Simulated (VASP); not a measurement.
# GaP (F-43m) in VASP: a series of runs

One crystal, GaP, is run at these levels: r2SCAN, TPSSh, HSE06; tasks: single point, relaxation of cell and atoms.

All numbers are computed with VASP 6.6.1; they aren't measurements. Logs are shortened: lines on timing, memory, paths and dates and some standing lists are left out, and cuts for length are marked.

**What was measured.**

From “Stacking defects in GaP nanowires: Electronic structure and optical properties”, 2018, arxiv:1810.01194, for a bulk crystal of GaP at 10 K: band gap 2.34 eV (indirect).

The runs below are set against these values where they give the same quantity.

### 1 The crystal as given

Symmetry: F-43m, No. 216, cubic system. Conventional cell: a = 5.451 Å, b = 5.451 Å, c = 5.451 Å, α = 90.00°, β = 90.00°, γ = 90.00°. Around Ga (site symmetry -43m) lie 4 P at 2.36 Å. Around P (site symmetry -43m) lie 4 Ga at 2.36 Å.

### 2 Single point, r2SCAN

File INCAR:

```
PREC = Accurate ; ENCUT = 520
EDIFF = 1E-6 ; ISMEAR = -1
SIGMA = 0.05 ; LREAL = F
LASPH = T ; NELM = 100
ALGO = Normal ; ISIF = 2
LWAVE = F ; LCHARG = T
METAGGA = R2SCAN ; LMIXTAU = T
LELF = T ; LVHAR = T
```

File KPOINTS:

```
regular mesh
0
Gamma
  8 8 8
```

File POSCAR:

```
GaP
1.0
    0.0000000000      2.7252500000      2.7252500000
    2.7252500000      0.0000000000      2.7252500000
    2.7252500000      2.7252500000      0.0000000000
Ga P
1 1
Direct
    0.0000000000      0.0000000000      0.0000000000
    0.7500000000      0.7500000000      0.7500000000
```

Potentials or basis: VASP PAW PBE potentials, release 64 (Ga_d, P).

The run is started by

```console
$ cat potpaw_PBE.64/Ga_d/POTCAR potpaw_PBE.64/P/POTCAR > POTCAR
$ mpirun -np 1 vasp_std > vasp.out
```

OUTCAR:

```text
PREC = Accurate
   ENCUT = 520
   EDIFF = 1E-6
   ISMEAR = -1
   LREAL = F
   LASPH = T
   NELM = 100
   ISIF = 2
   METAGGA = R2SCAN

 ion  position               nearest neighbor table
   1  0.000  0.000  0.000-   2 2.36   2 2.36   2 2.36   2 2.36
   2  0.750  0.750  0.750-   1 2.36   1 2.36   1 2.36   1 2.36

  LATTYP: Found a face centered cubic cell.
 ALAT       =     5.4505000000

  Lattice vectors:

 A1 = (   0.0000000000,   2.7252500000,   2.7252500000)
 A2 = (   2.7252500000,   0.0000000000,   2.7252500000)
 A3 = (   2.7252500000,   2.7252500000,   0.0000000000)

Analysis of symmetry for initial positions (statically):
=====================================================================
 Subroutine PRICEL returns:
 Original cell was already a primitive cell.

 Routine SETGRP: Setting up the symmetry group for a
 face centered cubic supercell.

 Subroutine GETGRP returns: Found 24 space group operations
 (whereof 24 operations were pure point group operations)
 out of a pool of 48 trial point group operations.

The static configuration has the point symmetry T_d .

Analysis of symmetry for dynamics (positions and initial velocities):
=====================================================================
 Subroutine PRICEL returns:
 Original cell was already a primitive cell.

 Routine SETGRP: Setting up the symmetry group for a
 face centered cubic supercell.

 Subroutine GETGRP returns: Found 24 space group operations
 (whereof 24 operations were pure point group operations)
 out of a pool of 48 trial point group operations.

The dynamic configuration has the point symmetry T_d .

 Subroutine INISYM returns: Found 24 space group operations
 (whereof 24 operations are pure point group operations),
 and found     1 'primitive' translations

----------------------------------------------------------------------------------------

                                     Primitive cell

  volume of cell :      40.4808

  direct lattice vectors                    reciprocal lattice vectors
     0.000000000  2.725250000  2.725250000    -0.183469406  0.183469406  0.183469406
     2.725250000  0.000000000  2.725250000     0.183469406 -0.183469406  0.183469406
     2.725250000  2.725250000  0.000000000     0.183469406  0.183469406 -0.183469406

  length of vectors
     3.854085511  3.854085511  3.854085511     0.317778334  0.317778334  0.317778334

  position of ions in fractional coordinates (direct lattice)
[... 83 lines left out ...]
   IBRION =     -1    ionic relax: 0-MD 1-quasi-New 2-CG
   NFREE  =      0    steps in history (QN), initial steepest desc. (CG)
   ISIF   =      2    stress and relaxation
   ISYM   =      2    0-nonsym 1-usesym 2-fastsym
   POTIM  = 0.5000    time-step for ionic-motion
   TEBEG  =    0.0;   TEEND  =   0.0 temperature during run
   PSTRESS=    0.0 pullay stress
   NELECT =      18.0000    total number of electrons
   NUPDOWN=      -1.0000    fix difference up-down
   EMIN   =  10.00;   EMAX   =-10.00  energy-range for DOS
   EFERMI =   0.00;   METHOD = LEGACY
   ISMEAR =    -1;   SIGMA  =   0.05  broadening in eV -4-tet -1-fermi 0-gaus
   EFERMI_NEDOS =   21; number of points for ismear=-14 and -15
   IALGO  =     38    algorithm
   IMIX   =      4    mixing-type and parameters
     AMIX     =   0.40;   BMIX     =  1.00
     AMIX_MAG =   1.60;   BMIX_MAG =  1.00
  volume/ion in A,a.u.               =      20.24       136.59
  Fermi-wavevector in a.u.,A,eV,Ry     =   1.249538  2.361284 21.243377  1.561344
  Thomas-Fermi vector in A             =   2.383574
   LORBIT       =      0    0 simple, 1 ext, 2 COOP (PROOUT), +10 PAW based schemes
   METAGGA = R2SCAN    functional components
   LHFCALC =     F    Hartree Fock is set to
   AEXX    =    0.0000 exact exchange contribution
   IVDW    =     0    specifies the selected vdW correction
   LEPSILON=     F    determine dielectric tensor
   LRPA    =     F    only Hartree local field effects (RPA)
 non-spin polarized calculation
  energy-cutoff  :      520.00
  volume of cell :       40.48
 maximum number of plane-waves:      1106
 NGX is ok and might be reduce to    30
   NGX = 15   NGY = 15   NGZ = 15

 number of electron      17.9999989 magnetization

 Free energy of the ion-electron system (eV)
  ---------------------------------------------------
  ext. energy  EPLUGINS =         0.00000000
  ---------------------------------------------------
  free energy    TOTEN  =       -21.46309035 eV

  energy without entropy =      -21.46309035  energy(sigma->0) =      -21.46309035

 E-fermi :   5.3936     XC(G=0): -10.5487

 val. band max:        4.4621049006   @ k =   0.0000   0.0000   0.0000
 cond. band min:       6.3644340487   @ k =   0.3750   0.3750   0.0000
 fundamental gap:      1.9023291482
 Fermi energy:         5.3936363873

 k-point     1 :       0.0000    0.0000    0.0000
  band No.  band energies     occupation
      1     -10.5271      2.00000
      2     -10.5271      2.00000
      3     -10.5270      2.00000
      4     -10.4133      2.00000
      5     -10.4133      2.00000
      6      -8.5593      2.00000
      7       4.4621      2.00000
      8       4.4621      2.00000
      9       4.4621      2.00000
     10       6.8064      0.00000
     11       8.6531      0.00000
     12       8.6532      0.00000
     13       8.6532      0.00000
[... 354 lines left out ...]
  band No.  band energies     occupation
      1     -10.6276      2.00000
      2     -10.4923      2.00000
      3     -10.4804      2.00000
      4     -10.4188      2.00000
      5     -10.4056      2.00000
      6      -5.9749      2.00000
      7      -2.1523      2.00000
      8       1.1737      2.00000
      9       2.4523      2.00000
     10       8.2867      0.00000
     11       9.1101      0.00000
     12      11.3843      0.00000
     13      12.8993      0.00000

 [... further k-points ...]
[... 5 lines left out ...]
  --------------------------------------------------------------------------------------
  -------------------------------------------------------------------------------------
  Total        0.0004814      0.0004814      0.0004814      0.0000000     -0.0000000      0.0000000
  in kB        0.0190535      0.0190535      0.0190535      0.0000000     -0.0000000      0.0000000
  external PRESSURE =       0.0190535 kB  Pullay stress =       0.0000000 kB

 VOLUME and BASIS-vectors are now :
 -----------------------------------------------------------------------------
  energy-cutoff  :      520.00
  volume of cell :       40.48
      direct lattice vectors                 reciprocal lattice vectors
     0.000000000  2.725250000  2.725250000    -0.183469406  0.183469406  0.183469406
     2.725250000  0.000000000  2.725250000     0.183469406 -0.183469406  0.183469406
     2.725250000  2.725250000  0.000000000     0.183469406  0.183469406 -0.183469406

 POSITION                                       TOTAL-FORCE (eV/Angst)
 -----------------------------------------------------------------------------------
      0.00000      0.00000      0.00000         0.000000      0.000000     -0.000000
      4.08788      4.08788      4.08788        -0.000000     -0.000000      0.000000
 -----------------------------------------------------------------------------------
    total drift:                               -0.000010     -0.000010     -0.000010

  FREE ENERGIE OF THE ION-ELECTRON SYSTEM (eV)
  ---------------------------------------------------
  free  energy   TOTEN  =       -21.4630903472 eV

  energy  without entropy=      -21.4630903470  energy(sigma->0) =      -21.46309035
```

OSZICAR:

```text
N       E                     dE             d eps       ncg     rms          rms(c)
DAV:   1     0.683328852072E+02    0.68333E+02   -0.95609E+03   762   0.203E+03
DAV:   2    -0.173836522046E+02   -0.85717E+02   -0.82843E+02   839   0.354E+02
DAV:   3    -0.236206550023E+02   -0.62370E+01   -0.62067E+01   934   0.776E+01
DAV:   4    -0.237386349372E+02   -0.11798E+00   -0.11791E+00   922   0.115E+01
DAV:   5    -0.237407778593E+02   -0.21429E-02   -0.21429E-02   915   0.124E+00    0.482E+00
DAV:   6    -0.214293434393E+02    0.23114E+01   -0.69075E-01   935   0.191E+01    0.315E+00
DAV:   7    -0.215957799566E+02   -0.16644E+00   -0.45042E-01   909   0.784E+00    0.154E+00
DAV:   8    -0.214397225398E+02    0.15606E+00   -0.11715E-01   784   0.482E+00    0.103E+00
DAV:   9    -0.214470273721E+02   -0.73048E-02   -0.19905E-01   769   0.488E+00    0.256E-01
DAV:  10    -0.214583908583E+02   -0.11363E-01   -0.15064E-01   774   0.408E+00    0.125E-01
DAV:  11    -0.214626798043E+02   -0.42889E-02   -0.51883E-03   924   0.625E-01    0.502E-02
DAV:  12    -0.214620986757E+02    0.58113E-03   -0.53947E-04   864   0.209E-01    0.646E-02
DAV:  13    -0.214630694835E+02   -0.97081E-03   -0.71903E-04   779   0.314E-01    0.253E-02
DAV:  14    -0.214630817996E+02   -0.12316E-04   -0.24195E-05   959   0.486E-02    0.297E-02
DAV:  15    -0.214630799462E+02    0.18534E-05   -0.10086E-05   789   0.398E-02    0.238E-02
DAV:  16    -0.214630908067E+02   -0.10861E-04   -0.38620E-06   769   0.241E-02    0.292E-03
DAV:  17    -0.214630903472E+02    0.45946E-06   -0.70574E-07   577   0.846E-03
   1 F= -.21463090E+02 E0= -.21463090E+02  d E =-.232693E-09
```

stdout:

```text
POSCAR found type information on POSCAR GaP
 POSCAR found :  2 types and       2 ions
 scaLAPACK will be used
 -----------------------------------------------------------------------------
|                                                                             |
|                                                                             |
|     You enforced a specific xc type in the INCAR file but a different       |
|     I HOPE YOU KNOW WHAT YOU ARE DOING!                                     |
|                                                                             |
 -----------------------------------------------------------------------------

 LDA part: xc-table for (None), standard interpolation
 POSCAR, INCAR and KPOINTS ok, starting setup
 FFT: planning ... GRIDC
 FFT: planning ... GRID_SOFT
 FFT: planning ... GRID
 WAVECAR not read
 entering main loop
```

It took 61 s on 1 thread of AMD EPYC 9R14 (Zen 4), shared host; peak memory 0.15 GiB.

Results:

```
Free energy            : -21.4631 eV
Pressure               : 0.0 GPa
Band gap on the k mesh : 1.90 eV, indirect (least direct gap 2.34 eV)
```

Levels at points of the mesh, in eV from the valence-band top:
| k point | band 5 | band 6 | band 7 | band 8 | band 9 | band 10 | band 11 | band 12 | band 13 |
| --- | --- | --- | --- | --- | --- | --- | --- | --- | --- |
| (0.00, 0.00, 0.00) | -14.88 | -13.02 | 0.00 | 0.00 | 0.00 | 2.34 | 4.19 | 4.19 | 4.19 |
| (0.50, 0.00, 0.00) | -14.87 | -10.86 | -6.84 | -1.17 | -1.17 | 2.04 | 5.06 | 5.06 | 8.83 |
| (0.50, 0.50, 0.00) | -14.85 | -9.92 | -6.96 | -2.80 | -2.80 | 1.91 | 2.10 | 11.35 | 11.35 |

Caveat: the PAW data sets were made with another functional, which shifts forces and pressure a little.

### 3 Relaxation of cell and atoms, TPSSh

POSCAR is that of step 2.

File INCAR.step1:

```
ALGO = Normal
EDIFF = 1E-5
ENCUT = 600
GGA = PE
ISMEAR = 0
LASPH = T
LCHARG = F
LREAL = F
LWAVE = T
NELM = 60
PREC = Accurate
SIGMA = 0.05
```

File INCAR.step2:

```
AEXX = 0.1
ALGO = Normal
EDIFF = 1E-6
EDIFFG = -0.01
ENCUT = 600
IBRION = 2
ISIF = 3
ISMEAR = 0
ISTART = 1
LASPH = T
LCHARG = F
LHFCALC = T
LMIXTAU = T
LREAL = F
LWAVE = F
METAGGA = TPSS
NELM = 60
NSW = 60
PREC = Accurate
PRECFOCK = Normal
SIGMA = 0.05
```

File KPOINTS:

```
k-points
0
Gamma
  4 4 4
```

Potentials or basis: VASP PAW PBE potentials, release 64 (Ga_d, P).

The run is started by

```console
$ cat potpaw_PBE.64/Ga_d/POTCAR potpaw_PBE.64/P/POTCAR > POTCAR
$ cp INCAR.step1 INCAR
$ mpirun -np 1 vasp_std > vasp.out
$ cp INCAR.step2 INCAR
$ mpirun -np 1 vasp_std > vasp.out
```

It took 15 min on 1 thread of AMD EPYC 9R14 (Zen 4), shared host; peak memory 0.18 GiB.

Results (log left out):

```
Free energy                            : -21.3954 eV
Relaxed volume                         : 20.46 Å³/atom
Relaxed cell                           : a = 3.868 Å, b = 3.868 Å, c = 3.868 Å, α = 60.00°, β = 60.00°, γ = 60.00°
Space group after relaxing (to 0.05 Å) : F-43m (No. 216)
Energy gained by relaxing              : 0.6 meV/atom
Ionic steps                            : 3
Pressure after relaxing                : 0.1 GPa
Band gap on the k mesh                 : 2.26 eV, indirect (least direct gap 2.61 eV)
```

The path:
```
step  energy change (eV)  largest force (eV/Å)  pressure (GPa)  volume (Å³)
   1              0.0000                0.0000            0.95        40.48
   2             -0.0008                0.0000           -0.59        41.19
   3             -0.0013                0.0000            0.07        40.92
```

Final structure:
```
Ga P
1.0
     0.00000    2.73515    2.73515
     2.73515    0.00000    2.73515
     2.73515    2.73515    0.00000
Ga P
1 1
Direct
  0.00000 0.00000 0.00000
  0.75000 0.75000 0.75000
```

Levels at points of the mesh, in eV from the valence-band top:
```
           k point  band 5  band 6  band 7  band 8  band 9  band 10  band 11  band 12  band 13
(0.00, 0.00, 0.00)  -15.52  -13.13    0.00    0.00    0.00     2.61     4.66     4.66     4.66
(0.50, 0.00, 0.00)  -15.51  -11.00   -6.90   -1.16   -1.16     2.39     5.50     5.50     9.01
(0.50, 0.50, 0.00)  -15.50  -10.07   -7.00   -2.78   -2.78     2.26     2.49    11.67    11.67
```

Caveat: the k mesh is coarse (spacing up to 0.50 Å⁻¹), so the values aren't converged, least of all with exact exchange; the PAW data sets were made with another functional, which shifts forces and pressure a little. A k mesh can miss the band edges.

### 4 Single point, HSE06

POSCAR is that of step 3.

File INCAR.step1:

```
SYSTEM = GaP
  PREC = Accurate
  ENCUT = 350
  EDIFF = 1E-5
  ISMEAR = 0
  SIGMA = 0.01
  LREAL = .FALSE.
  LASPH = .TRUE.
  NELM = 100
  ALGO = Normal
  ISIF = 2
  LWAVE = .TRUE.
  NBANDS = 17
  NKRED = 1
  GGA = PE
```

File INCAR.step2:

```
SYSTEM = GaP
  PREC = Accurate
  ENCUT = 350
  EDIFF = 1E-6
  ISMEAR = 0
  SIGMA = 0.01
  LREAL = .FALSE.
  LASPH = .TRUE.
  NELM = 100
  ALGO = Normal
  ISIF = 2
  LWAVE = .FALSE.
  LCHARG = .FALSE.
  GGA = PE
  LHFCALC = .TRUE.
  HFSCREEN = 0.2
  PRECFOCK = Normal
  NBANDS = 17
  NKRED = 1
  ISTART = 1
```

File KPOINTS:

```
regular mesh
0
G
  6 6 6
  0 0 0
```

The run is started by

```console
$ cat potpaw_PBE.64/Ga_d/POTCAR potpaw_PBE.64/P/POTCAR > POTCAR
$ cp INCAR.step1 INCAR
$ mpirun -np 1 vasp_std > vasp.out
$ cp INCAR.step2 INCAR
$ mpirun -np 1 vasp_std > vasp.out
```

It took 13 min on 1 thread of Intel Xeon 6975P-C (Granite Rapids), shared host; peak memory 0.25 GiB.

The run converged, but some of its settings lie outside the range that counts as converged, so its numbers aren't taken as properties of the crystal.

What came out:

| Property | Result |
| --- | --- |
| Free energy | -10.8058 eV |
| Pressure | 0.4 GPa |
| Band gap on the k mesh | 2.31 eV, indirect (least direct gap 2.81 eV) |

Caveat: the cutoff is under 1.25 times the usual one of these potentials, so pressure, stress and relaxed cells hold a basis-set (Pulay) error; the PAW data sets were made with another functional, which shifts forces and pressure a little.

### 5 For comparison

An earlier run on the cell as given: functional PBE; potentials or basis VASP PAW PBE potentials, release 64 (Ga_d, P); cutoff 520 eV; k mesh 8 × 8 × 8; occupations fermi-dirac, width 0.05 eV; no spin polarisation.

* Pressure: 2.5 GPa
* Band gap on the k mesh: 1.64 eV, indirect (least direct gap 1.83 eV)

### 6 Overview

```csv
task,level,cell,k mesh,cutoff (eV),smearing,grid for exact exchange (PRECFOCK),exchange at q = 0,mesh quality,gap on the mesh (eV),pressure (GPa)
single point,r2SCAN,as given,8 × 8 × 8,520,fermi-dirac 0.05 eV,-,-,not flagged,1.90,0.0
relaxation of cell and atoms,TPSSh,relaxed,4 × 4 × 4,600,gaussian 0.05 eV,Normal,default,coarse,2.26,0.1
single point,PBE,as given,8 × 8 × 8,520,fermi-dirac 0.05 eV,-,-,not flagged,1.64,2.5
```

Alike in all rows: potentials or basis VASP PAW PBE potentials, release 64 (Ga_d, P); no spin polarisation.

Caveats: some runs use coarse meshes; the PAW data sets were made with another functional, which shifts forces and pressure a little (some runs).

Absolute energies hang on the potentials; compare differences alone.

### 7 Against experiment

Step 2. Against the measured gap of GaP, 2.34 eV (indirect; 10 K; quoted in “Stacking defects in GaP nanowires: Electronic structure and optical properties”, 2018, arxiv:1810.01194), the calculated 1.90 eV is off by -0.44 eV. Spin-orbit coupling on Ga is left out. The value is that of r2SCAN on a finite k mesh, which can miss the band edges, without temperature or zero-point motion.
